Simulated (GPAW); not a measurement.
# CdSe (F-43m) in GPAW: a series of runs, part 4 of 5

GPAW 26.7.0.

## (5) Wannier functions, PBEsol

Input file run.py:

```python
import json
import numpy as np
import spglib
from ase import Atoms
from ase.dft.bandgap import bandgap
from ase.dft.wannier import Wannier
from ase.io import read, write
from ase.units import GPa
from gpaw import GPAW, PW, setup_paths

setup_paths.insert(0, '.')

atoms = read('CdSe.cif')
cell, positions, numbers = spglib.find_primitive(
    (atoms.cell[:], atoms.get_scaled_positions(), atoms.numbers), symprec=1e-4)
atoms = Atoms(numbers, cell=cell, scaled_positions=positions, pbc=True)

calc = GPAW(mode=PW(600),
            xc='PBEsol',
            kpts={'size': (8, 8, 8), 'gamma': True},
            occupations={'name': 'fermi-dirac', 'width': 0.05},
            nbands=18,
            convergence={'density': 1e-05, 'energy': 1e-05},
            maxiter=150,
            txt='gpaw.txt')
atoms.calc = calc
energy = atoms.get_potential_energy()
forces = atoms.get_forces()
stress = atoms.get_stress()
calc.write('gs.gpw')
write('result.traj', atoms)
print(f'Energy: {energy:.6f} eV')
print('Forces (eV/A):')
print(forces.round(4))
print('Stress (GPa):', (stress / GPa).round(3))
print('Fermi level:', round(calc.get_fermi_level(), 4), 'eV')
print(f'Gap: {bandgap(calc)[0]:.4f} eV, direct: {bandgap(calc, direct=True)[0]:.4f} eV')

nocc = int(round(calc.get_number_of_electrons() / 2))
full = calc.fixed_density(kpts={'size': (4, 4, 4), 'gamma': True}, symmetry='off', nbands=nocc + 6,
                          convergence={'bands': nocc}, txt='full.txt')
wan, values = None, []
for seed in range(6):  # several starts, since the search can end in a local maximum
    trial = Wannier(nwannier=nocc, calc=full, nbands=nocc, functional='std',
                    initialwannier='scdm' if seed == 0 else 'random', rng=np.random.RandomState(seed))
    trial.localize(tolerance=1e-6)
    values.append(trial.get_functional_value())
    print(f'start {seed}: functional {values[-1]:.5f}', flush=True)
    if values[-1] == max(values):
        wan = trial
wan.localize(step=0.1, tolerance=1e-8)
wan.translate_all_to_cell((0, 0, 0))
centres, spreads = wan.get_centers(), wan.get_spreads()
for x, s in zip(centres, spreads):
    d = np.linalg.norm(atoms.repeat(3).positions - atoms.cell.sum(0) - x, axis=1)
    print(x.round(4), f'spread {s:.4f} A^2, nearest {atoms[d.argmin() % len(atoms)].symbol} at {d.min():.3f} A')
onsite = wan.get_hopping((0, 0, 0)).diagonal().real
print('On-site energies:', onsite.round(4))
json.dump({'centres': centres.tolist(), 'spreads': spreads.tolist(), 'onsite': onsite.tolist(), 'values': values},
          open('wannier.json', 'w'))
```

Input file CdSe.cif:

```cif
data_CdSe
_cell_length_a 6.14054240
_cell_length_b 6.14054240
_cell_length_c 6.14054240
_cell_angle_alpha 90.00000000
_cell_angle_beta 90.00000000
_cell_angle_gamma 90.00000000
_space_group_name_H-M_alt 'F-43m'
_space_group_name_Hall 'F -4 2 3'
_space_group_IT_number 216
loop_
_space_group_symop_operation_xyz
'x,y,z'
'y,-x,-z'
'-x,-y,z'
'-y,x,-z'
'x,-y,-z'
'y,x,z'
'-x,y,-z'
'-y,-x,z'
'z,x,y'
'-z,y,-x'
'z,-x,-y'
'-z,-y,x'
'-z,x,-y'
'z,y,x'
'-z,-x,y'
'z,-y,-x'
'y,z,x'
'-x,-z,y'
'-y,z,-x'
'x,-z,-y'
'-y,-z,x'
'x,z,y'
'y,-z,-x'
'-x,z,-y'
'x,y+1/2,z+1/2'
'y,-x+1/2,-z+1/2'
'-x,-y+1/2,z+1/2'
'-y,x+1/2,-z+1/2'
'x,-y+1/2,-z+1/2'
'y,x+1/2,z+1/2'
'-x,y+1/2,-z+1/2'
'-y,-x+1/2,z+1/2'
'z,x+1/2,y+1/2'
'-z,y+1/2,-x+1/2'
'z,-x+1/2,-y+1/2'
'-z,-y+1/2,x+1/2'
'-z,x+1/2,-y+1/2'
'z,y+1/2,x+1/2'
'-z,-x+1/2,y+1/2'
'z,-y+1/2,-x+1/2'
'y,z+1/2,x+1/2'
'-x,-z+1/2,y+1/2'
'-y,z+1/2,-x+1/2'
'x,-z+1/2,-y+1/2'
'-y,-z+1/2,x+1/2'
'x,z+1/2,y+1/2'
'y,-z+1/2,-x+1/2'
'-x,z+1/2,-y+1/2'
'x+1/2,y,z+1/2'
'y+1/2,-x,-z+1/2'
'-x+1/2,-y,z+1/2'
'-y+1/2,x,-z+1/2'
'x+1/2,-y,-z+1/2'
'y+1/2,x,z+1/2'
'-x+1/2,y,-z+1/2'
'-y+1/2,-x,z+1/2'
'z+1/2,x,y+1/2'
'-z+1/2,y,-x+1/2'
'z+1/2,-x,-y+1/2'
'-z+1/2,-y,x+1/2'
'-z+1/2,x,-y+1/2'
'z+1/2,y,x+1/2'
'-z+1/2,-x,y+1/2'
'z+1/2,-y,-x+1/2'
'y+1/2,z,x+1/2'
'-x+1/2,-z,y+1/2'
'-y+1/2,z,-x+1/2'
'x+1/2,-z,-y+1/2'
'-y+1/2,-z,x+1/2'
'x+1/2,z,y+1/2'
'y+1/2,-z,-x+1/2'
'-x+1/2,z,-y+1/2'
'x+1/2,y+1/2,z'
'y+1/2,-x+1/2,-z'
'-x+1/2,-y+1/2,z'
'-y+1/2,x+1/2,-z'
'x+1/2,-y+1/2,-z'
'y+1/2,x+1/2,z'
'-x+1/2,y+1/2,-z'
'-y+1/2,-x+1/2,z'
'z+1/2,x+1/2,y'
'-z+1/2,y+1/2,-x'
'z+1/2,-x+1/2,-y'
'-z+1/2,-y+1/2,x'
'-z+1/2,x+1/2,-y'
'z+1/2,y+1/2,x'
'-z+1/2,-x+1/2,y'
'z+1/2,-y+1/2,-x'
'y+1/2,z+1/2,x'
'-x+1/2,-z+1/2,y'
'-y+1/2,z+1/2,-x'
'x+1/2,-z+1/2,-y'
'-y+1/2,-z+1/2,x'
'x+1/2,z+1/2,y'
'y+1/2,-z+1/2,-x'
'-x+1/2,z+1/2,-y'
loop_
_atom_site_label
_atom_site_type_symbol
_atom_site_symmetry_multiplicity
_atom_site_Wyckoff_symbol
_atom_site_fract_x
_atom_site_fract_y
_atom_site_fract_z
_atom_site_occupancy
Cd1 Cd 4 a 0.0000000000 0.0000000000 0.0000000000 1
Se1 Se 4 d 0.2500000000 0.2500000000 0.7500000000 1
```

Potentials or basis: PAW data sets generated in the run's folder for this functional, pw.

The run is started by

```bash
$ gpaw-setup -f PBEsol Cd Se
$ OMP_NUM_THREADS=1 python run.py
```

gpaw.txt:

```text
__  _  _
 | _ |_)|_||  |
 |__||  | ||/\| - 26.7.0

Input parameters:
  mode=PW(ecut=600.0),
  convergence={'density': 1e-05, 'energy': 1e-05},
  kpts=MonkhorstPack(size=(8, 8, 8), gamma=True),
  maxiter=150,
  nbands=18,
  occupations=Occupations(name='fermi-dirac', width=0.05),
  xc=XC(name='PBEsol')

Diagonalizing LCAO Hamiltonian
Converting LCAO to pw mode

                     Se

       Cd

Atoms  # Å, Bohr magnetons
|   | symbol |        x |        y |        z |    initial magnetic moments |
|---|--------|----------|----------|----------|-----------------------------|
| 0 |     Cd | 0.000000 | 0.000000 | 0.000000 | ( 0.0000,  0.0000,  0.0000) |
| 1 |     Se | 4.605407 | 4.605407 | 4.605407 | ( 0.0000,  0.0000,  0.0000) |

Unit cell  # Å
| periodic |        x |        y |        z |  lengths |    angles |
|----------|----------|----------|----------|----------|-----------|
|      yes | 0.000000 | 3.070271 | 3.070271 | 4.342019 | 60.000000 |
|      yes | 3.070271 | 0.000000 | 3.070271 | 4.342019 | 60.000000 |
|      yes | 3.070271 | 3.070271 | 0.000000 | 4.342019 | 60.000000 |

Number of symmetries: 24
Symmetry operations  # r_c * U_cc + t_c -> r_c
|    | kind |            matrix            |
|----|------|------------------------------|
|  0 |  E   |  1, 0, 0,  0, 1, 0,  0, 0, 1 |
|  1 |  σ   |  1, 0, 0,  0, 0, 1,  0, 1, 0 |
|  2 |  σ   |  1, 0,-1,  0, 1,-1,  0, 0,-1 |
|  3 |  C3  |  1, 0,-1,  0, 0,-1,  0, 1,-1 |
|  4 |  C3  |  1,-1, 0,  0,-1, 1,  0,-1, 0 |
|  5 |  σ   |  1,-1, 0,  0,-1, 0,  0,-1, 1 |
|  6 |  σ   |  0, 1, 0,  1, 0, 0,  0, 0, 1 |
|  7 |  C3  |  0, 1, 0,  0, 0, 1,  1, 0, 0 |
|  8 |  C2  |  0, 1,-1,  1, 0,-1,  0, 0,-1 |
|  9 |  S4  |  0, 1,-1,  0, 0,-1,  1, 0,-1 |
| 10 |  C3  |  0, 0, 1,  1, 0, 0,  0, 1, 0 |
| 11 |  σ   |  0, 0, 1,  0, 1, 0,  1, 0, 0 |
| 12 |  S4  |  0, 0,-1,  1, 0,-1,  0, 1,-1 |
| 13 |  C3  |  0, 0,-1,  0, 1,-1,  1, 0,-1 |
| 14 |  S4  |  0,-1, 1,  1,-1, 0,  0,-1, 0 |
| 15 |  C2  |  0,-1, 1,  0,-1, 0,  1,-1, 0 |
| 16 |  C3  |  0,-1, 0,  1,-1, 0,  0,-1, 1 |
| 17 |  S4  |  0,-1, 0,  0,-1, 1,  1,-1, 0 |
| 18 |  S4  | -1, 1, 0, -1, 0, 1, -1, 0, 0 |
| 19 |  C3  | -1, 1, 0, -1, 0, 0, -1, 0, 1 |
| 20 |  C3  | -1, 0, 1, -1, 1, 0, -1, 0, 0 |
| 21 |  S4  | -1, 0, 1, -1, 0, 0, -1, 1, 0 |
| 22 |  σ   | -1, 0, 0, -1, 1, 0, -1, 0, 1 |
| 23 |  C2  | -1, 0, 0, -1, 0, 1, -1, 1, 0 |

BZ-sampling:
  Number of BZ points: 512
  Number of IBZ points: 29

  Monkhorst-Pack size: [8, 8, 8]
  Monkhorst-Pack shift: [0.0625, 0.0625, 0.0625]

K-points  # in reciprocal-cell coordinates
|     |                                coordinates |     weight |
|-----|--------------------------------------------|------------|
|   0 | (  0.00000000,   0.00000000,   0.00000000) | 0.00195312 |
[... 61 lines left out ...]
  Se:
    name:    Selenium
    Z:       34.0
    valence: 6
    core:    28
    charge:  0.0  # [|e|]
    compensation charges:
      type: gauss
      rc: 0.27  # [Å]
      lmax: 2
    cutoffs:
      filter: 1.77  # [Å]
      core: 2.67  # [Å]
    projectors
    | kind |    occ | energy [eV] | rcut [Å] |
    |------|--------|-------------|----------|
    |   4s |  2.000 |     -17.281 |    0.847 |
    |   4p |  4.000 |      -6.511 |    1.005 |
    |    s |        |       9.930 |    0.847 |
    |    p |        |      20.700 |    1.005 |
    |    d |        |       0.000 |    0.847 |

    Using partial waves for Se as LCAO basis

Reference energy: -218160.641955  # eV

eigensolver:
  PPCG
  Converge bands: occupied
  niter=2

density mixing:
  MSR1-Mixer
  Pratt-step length: 0.05
  Maximum mixing coefficient: 0.75
  Old densities: 10
  SVD Regularization: 0.005
  Good broyden scale: 1.0
  Trust region scale: 1.0
  Backstep threshold: 4.0
  History deletion threshold: 6.0
  Fourier metric: weight=20.0, sigma=0.015

occupation numbers:
  Fermi-Dirac:
    width: 0.0500  # eV

poisson solver:
  ecut: 4800.0  # eV

xc functional:
  name: PBEsol with 2 nearest neighbor stencil

convergence criteria:
[... 6 lines left out ...]
|iter     | |      energy | eigst |  dens |
|---------|-|-------------|-------|-------|
|iter:   1| |   -6.711476 | -0.61 |       |
|iter:   2| |   -6.637554 | -2.56 | -1.19 |
|iter:   3| |   -6.372377 | -1.69 | -1.24 |
|iter:   4| |   -6.369344 | -3.50 | -1.80 |
|iter:   5| |   -6.368642 | -3.95 | -2.27 |
|iter:   6| |   -6.368650 | -5.49 | -3.10 |
|iter:   7| |   -6.368652c| -6.80 | -3.58 |
|iter:   8| |   -6.368652c| -7.49c| -4.72 |
|iter:   9| |   -6.368652c| -8.06c| -5.16c|

Converged in 9 steps
Energy contributions relative to reference atoms: (reference = -218160.641955)

Energy contributions:
  Kinetic:          14.956957
  Coulomb:         -13.836846
  Zero:              0.058532
  External:          0.000000
  Xc:               -7.547259
  Entropy:          -0.000072
  Spinorbit:         0.000000
  ----------------------------
  Free energy:      -6.368688
  Extrapolated:     -6.368652

dipole moment: (-16.995525, -16.995525, -16.995525)  # |e|*Ang

Fermi level: 3.453
Eigenvalues  # (at kpt = [0.000, 0.000, 0.000])
| band index |      eig [eV] | occ [0-2] |
|------------|---------------|-----------|
|          0 |        -9.266 |     2.000 |
|          1 |        -4.576 |     2.000 |
|          2 |        -4.576 |     2.000 |
|          3 |        -4.576 |     2.000 |
|          4 |        -4.221 |     2.000 |
|          5 |        -4.221 |     2.000 |
[... 10 lines left out ...]
|         16 |        15.074 |     0.000 |
|         17 |        15.074 |     0.000 |

Gap: 0.421 eV
Transition (v -> c):
  (s=0, k=0, n=8, [0.00, 0.00, 0.00]) -> (s=0, k=0, n=9, [0.00, 0.00, 0.00])
No difference between direct/indirect transitions

Forces  # eV/Ang
|        x |        y |        z |
|----------|----------|----------|
|  0.00000 |  0.00000 | -0.00000 |  # Cd   0
| -0.00000 | -0.00000 | -0.00000 |  # Se   1

Stress tensor  # eV/Ang^3
|        x |        y |        z |
|----------|----------|----------|
| 0.009893 | 0.000000 | 0.000000 |
| 0.000000 | 0.009893 | 0.000000 |
| 0.000000 | 0.000000 | 0.009893 |

# Writing to gs.gpw (mode='')
```

It took 98 s on 1 thread of Intel Xeon 6975P-C (Granite Rapids), shared host; peak memory 0.38 GiB.

What came out:

* Free energy: -6.3687 eV
* Pressure: -1.6 GPa
* Band gap on the k mesh: 0.42 eV, direct
* Total Wannier spread: 8.99 Å² over 9 functions

Wannier centres (Å) and spreads (Å²):
```csv
function,x,y,z,spread
1,5.022,5.020,5.018,1.738
2,5.018,4.174,4.178,1.738
3,6.133,6.101,6.105,0.406
4,3.086,3.058,6.102,0.413
5,2.944,5.732,2.946,0.407
6,3.088,0.150,3.099,0.411
7,3.066,6.108,3.079,0.403
8,4.176,4.179,5.022,1.738
9,4.186,5.014,4.155,1.738
```

## (6) RPA correlation energy, PBE

Input file run.py:

```python
import numpy as np
from ase.io import read
from ase.units import Bohr, Ha
from gpaw import GPAW, PW
from gpaw.hybrids.energy import non_self_consistent_energy
from gpaw.xc.rpa import RPACorrelation

atoms = read('CdSe.cif')

for x in [1.0]:
    ecuts = np.array([160.0, 200.0, 250])
    a = atoms.copy()
    a.set_cell(atoms.cell * x**(1 / 3), scale_atoms=True)
    calc = GPAW(mode=PW(450),
                xc='PBE',
                kpts={'size': (3, 3, 3), 'gamma': True},
                occupations={'name': 'fermi-dirac', 'width': 0.05},
                nbands=18,
                convergence={'density': 1e-06},
                maxiter=75,
                txt=f'gs-{x:.2f}.txt')
    a.calc = calc
    dft = a.get_potential_energy(force_consistent=True)
    calc.write(f'gs-{x:.2f}.gpw')
    exx = non_self_consistent_energy(calc, 'EXX').sum()
    calc.diagonalize_full_hamiltonian(nbands=int(a.get_volume() / Bohr**3 * (ecuts[-1] / Ha)**1.5 * 2**0.5 / 3 / np.pi**2) + 30)
    calc.write(f'full-{x:.2f}.gpw', mode='all')
    ec = RPACorrelation(f'full-{x:.2f}.gpw', ecut=ecuts, nfrequencies=12, skip_gamma=False, txt=f'rpa-{x:.2f}.txt').calculate()
    slope, ec_inf = np.polyfit(ecuts**-1.5, ec, 1)
    print(f'V = {a.get_volume():.4f} A^3: DFT {dft:.5f}, EXX {exx:.5f}, correlation', *ec.round(5), f'extrapolated {ec_inf:.5f}, total {exx + ec_inf:.5f} eV', flush=True)
```

Input file CdSe.cif:

```cif
data_CdSe
_cell_length_a 4.34201917
_cell_length_b 4.34201917
_cell_length_c 4.34201917
_cell_angle_alpha 60.00000000
_cell_angle_beta 60.00000000
_cell_angle_gamma 60.00000000
_space_group_name_H-M_alt 'P1'
_space_group_name_Hall 'P 1'
_space_group_IT_number 1
loop_
_space_group_symop_operation_xyz
'x,y,z'
loop_
_atom_site_label
_atom_site_type_symbol
_atom_site_symmetry_multiplicity
_atom_site_Wyckoff_symbol
_atom_site_fract_x
_atom_site_fract_y
_atom_site_fract_z
_atom_site_occupancy
Cd1 Cd 1 a 0.0000000000 0.0000000000 0.0000000000 1
Se1 Se 1 a 0.2500000000 0.2500000000 0.2500000000 1
```

Potentials or basis: GPAW PAW data sets (gpaw-data 1.2.1), pw.

The run is started by

```bash
$ OMP_NUM_THREADS=1 python run.py
```

Standard output:

```text
Using integrator: PointIntegrator
FrequencyDescriptor(from 0.000+0.003j to 0.000+800.000j eV, 12 points)
Nonperiodic BCs:  [False False False]
Using integrator: PointIntegrator
FrequencyDescriptor(from 0.000+0.003j to 0.000+800.000j eV, 12 points)
Nonperiodic BCs:  [False False False]
Integrating chi0 body.

Symmetries of q_c:
    Direct symmetries (Uq -> q): 24
    Indirect symmetries (TUq -> q): 24
In total 48 allowed symmetries.
[... 33 lines left out ...]
4 groups of equivalent kpoints. 85.18518518518519% reduction.

Integral kind: hermitian response function
Integrating chi0 head and wings.

Symmetries of q_c:
    Direct symmetries (Uq -> q): 24
    Indirect symmetries (TUq -> q): 24
In total 48 allowed symmetries.
[... 29 lines left out ...]
  ( 1 -1  0)  ( 1 -1  0)  ( 1  0 -1)  ( 1  0 -1)  ( 1  0  0)  ( 1  0  0)
  ( 1  0 -1)  ( 1  0  0)  ( 1 -1  0)  ( 1  0  0)  ( 1 -1  0)  ( 1  0 -1)
  ( 1  0  0)  ( 1  0 -1)  ( 1  0  0)  ( 1 -1  0)  ( 1  0 -1)  ( 1 -1  0)

4 groups of equivalent kpoints. 85.18518518518519% reduction.

Integral kind: hermitian response function wings
Integrating chi0 body.

Symmetries of q_c:
    Direct symmetries (Uq -> q): 24
    Indirect symmetries (TUq -> q): 24
In total 48 allowed symmetries.
[... 33 lines left out ...]
4 groups of equivalent kpoints. 85.18518518518519% reduction.

Integral kind: hermitian response function
Integrating chi0 head and wings.

Symmetries of q_c:
    Direct symmetries (Uq -> q): 24
    Indirect symmetries (TUq -> q): 24
In total 48 allowed symmetries.
[... 29 lines left out ...]
  ( 1 -1  0)  ( 1 -1  0)  ( 1  0 -1)  ( 1  0 -1)  ( 1  0  0)  ( 1  0  0)
  ( 1  0 -1)  ( 1  0  0)  ( 1 -1  0)  ( 1  0  0)  ( 1 -1  0)  ( 1  0 -1)
  ( 1  0  0)  ( 1  0 -1)  ( 1  0  0)  ( 1 -1  0)  ( 1  0 -1)  ( 1 -1  0)

4 groups of equivalent kpoints. 85.18518518518519% reduction.

Integral kind: hermitian response function wings
Integrating chi0 body.

Symmetries of q_c:
    Direct symmetries (Uq -> q): 24
    Indirect symmetries (TUq -> q): 24
In total 48 allowed symmetries.
[... 33 lines left out ...]
4 groups of equivalent kpoints. 85.18518518518519% reduction.

Integral kind: hermitian response function
Integrating chi0 head and wings.

Symmetries of q_c:
    Direct symmetries (Uq -> q): 24
    Indirect symmetries (TUq -> q): 24
In total 48 allowed symmetries.
[... 29 lines left out ...]
  ( 1 -1  0)  ( 1 -1  0)  ( 1  0 -1)  ( 1  0 -1)  ( 1  0  0)  ( 1  0  0)
  ( 1  0 -1)  ( 1  0  0)  ( 1 -1  0)  ( 1  0  0)  ( 1 -1  0)  ( 1  0 -1)
  ( 1  0  0)  ( 1  0 -1)  ( 1  0  0)  ( 1 -1  0)  ( 1  0 -1)  ( 1 -1  0)

4 groups of equivalent kpoints. 85.18518518518519% reduction.

Integral kind: hermitian response function wings
Integrating chi0 body.

Symmetries of q_c:
    Direct symmetries (Uq -> q): 2
    Indirect symmetries (TUq -> q): 2
In total 4 allowed symmetries.

  ( 1  0  0)  ( 0  1  0)  (-1  0  1)  ( 0 -1  1)
  ( 0  1  0)  ( 1  0  0)  ( 0 -1  1)  (-1  0  1)
  ( 0  0  1)  ( 0  0  1)  ( 0  0  1)  ( 0  0  1)

12 groups of equivalent kpoints. 55.55555555555556% reduction.

Integral kind: hermitian response function
Integrating chi0 body.

Symmetries of q_c:
    Direct symmetries (Uq -> q): 2
    Indirect symmetries (TUq -> q): 2
In total 4 allowed symmetries.

  ( 1  0  0)  ( 0  1  0)  (-1  0  1)  ( 0 -1  1)
  ( 0  1  0)  ( 1  0  0)  ( 0 -1  1)  (-1  0  1)
  ( 0  0  1)  ( 0  0  1)  ( 0  0  1)  ( 0  0  1)

12 groups of equivalent kpoints. 55.55555555555556% reduction.

Integral kind: hermitian response function
Integrating chi0 body.

Symmetries of q_c:
    Direct symmetries (Uq -> q): 2
    Indirect symmetries (TUq -> q): 2
In total 4 allowed symmetries.

  ( 1  0  0)  ( 0  1  0)  (-1  0  1)  ( 0 -1  1)
  ( 0  1  0)  ( 1  0  0)  ( 0 -1  1)  (-1  0  1)
  ( 0  0  1)  ( 0  0  1)  ( 0  0  1)  ( 0  0  1)

12 groups of equivalent kpoints. 55.55555555555556% reduction.

Integral kind: hermitian response function
Integrating chi0 body.

Symmetries of q_c:
    Direct symmetries (Uq -> q): 4
    Indirect symmetries (TUq -> q): 4
In total 8 allowed symmetries.

  ( 1  0  0)  ( 1  0 -1)  ( 0  1  0)  ( 0  1 -1)  ( 0  1 -1)  ( 0  1  0)
  ( 0  1  0)  ( 0  1 -1)  ( 1  0  0)  ( 1  0 -1)  ( 0  1  0)  ( 0  1 -1)
  ( 0  0  1)  ( 0  0 -1)  ( 0  0  1)  ( 0  0 -1)  (-1  1  0)  (-1  1  0)

  ( 1  0 -1)  ( 1  0  0)
  ( 1  0  0)  ( 1  0 -1)
  ( 1 -1  0)  ( 1 -1  0)

9 groups of equivalent kpoints. 66.66666666666667% reduction.
[... 4 lines left out ...]
Symmetries of q_c:
    Direct symmetries (Uq -> q): 4
    Indirect symmetries (TUq -> q): 4
In total 8 allowed symmetries.

  ( 1  0  0)  ( 1  0 -1)  ( 0  1  0)  ( 0  1 -1)  ( 0  1 -1)  ( 0  1  0)
  ( 0  1  0)  ( 0  1 -1)  ( 1  0  0)  ( 1  0 -1)  ( 0  1  0)  ( 0  1 -1)
  ( 0  0  1)  ( 0  0 -1)  ( 0  0  1)  ( 0  0 -1)  (-1  1  0)  (-1  1  0)

  ( 1  0 -1)  ( 1  0  0)
  ( 1  0  0)  ( 1  0 -1)
  ( 1 -1  0)  ( 1 -1  0)

9 groups of equivalent kpoints. 66.66666666666667% reduction.
[... 4 lines left out ...]
Symmetries of q_c:
    Direct symmetries (Uq -> q): 4
    Indirect symmetries (TUq -> q): 4
In total 8 allowed symmetries.

  ( 1  0  0)  ( 1  0 -1)  ( 0  1  0)  ( 0  1 -1)  ( 0  1 -1)  ( 0  1  0)
  ( 0  1  0)  ( 0  1 -1)  ( 1  0  0)  ( 1  0 -1)  ( 0  1  0)  ( 0  1 -1)
  ( 0  0  1)  ( 0  0 -1)  ( 0  0  1)  ( 0  0 -1)  (-1  1  0)  (-1  1  0)

  ( 1  0 -1)  ( 1  0  0)
  ( 1  0  0)  ( 1  0 -1)
  ( 1 -1  0)  ( 1 -1  0)

9 groups of equivalent kpoints. 66.66666666666667% reduction.
[... 41 lines left out ...]
10 groups of equivalent kpoints. 62.96296296296296% reduction.

Integral kind: hermitian response function
```

stdout:

```text
IBZ(<points: 4, symmetries: 24>)
Occupied bands: 10
DFT energy: -5.451759120035882 eV
minus DFT-XC energy: 7.644397578615494 eV
Core-core contribution:          -6147.798
Valence-core contribution:        -166.725
Valence-valence contribution:     -183.135
V = 57.8842 A^3: DFT -5.45202, EXX 91.25944, correlation -17.39856 -17.95174 -18.39365 extrapolated -19.42424, total 71.83520 eV
```

Run time: 3.7 min. Hardware: 1 thread of Arm Neoverse V1, shared host; peak memory 0.49 GiB.

What came out:

| Quantity | Value |
| --- | --- |
| Free energy | -5.4520 eV |
| Band gap on the k mesh, mean-field level | 0.50 eV, direct |
| RPA total energy per cell | 71.835 eV |

Caveat: the k mesh is coarse (spacing up to 0.59 Å⁻¹), so the values aren't converged; the long-wavelength limit can be off by several per cent where d states take part; an odd mesh through Γ misses points on the zone boundary, where band edges often lie.

(Continued in part 5 of 5.)
